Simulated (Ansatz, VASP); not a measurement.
## Li4F: VASP beside Ansatz

```
Li F
1.0
     3.50891    0.00000    0.00000
    -1.75446    3.03881    0.00000
     0.00000    0.00000    3.51475
Li F
4 1
Cartesian
  0.0000 2.0259 0.5279
  0.0000 2.0259 2.9868
  1.7545 1.0129 2.9868
  1.7545 1.0129 0.5279
  0.0000 0.0000 1.7574
```

Alike in both runs: task relaxation of cell and atoms; functional PBE; k mesh 6 × 6 × 6; occupations gaussian, width 0.1 eV; no spin polarisation.

|  | VASP | Ansatz |
| --- | --- | --- |
| version | VASP 6.6.1 | Ansatz 0.2.0 |
| potentials or method | VASP PAW PBE potentials, release 64 (Li_sv, F) | scalar-relativistic, plane waves, PAW |
| plane-wave cutoff (eV) | 600 | 420 |
| valence electrons in the cell | 19 | 19 |

```csv
,VASP,Ansatz,Ansatz less VASP
"gap on the k mesh at the Fermi level, each at its own relaxed structure (eV)",none,none,-
relaxed volume (Å³/atom),13.04,17.82,+4.781
relaxed cell length with the largest relative difference (Å),4.769,5.611,+0.8424
energy change over the relaxation (meV/atom),-2648,-2612,+35.6
```

A gap of «none» marks a metal or a gap that the smearing closes. One of these differences is far larger than is usual between the two programs; its cause wasn't traced.

Caveats: the cutoff is under 1.25 times the usual one of these potentials, so pressure, stress and relaxed cells hold a basis-set (Pulay) error (VASP); the volume moved by over 15 % at a fixed basis, so the end points are rough (VASP); an odd number of electrons without spin polarisation forces a metal; a magnetic or distorted state may lie lower.
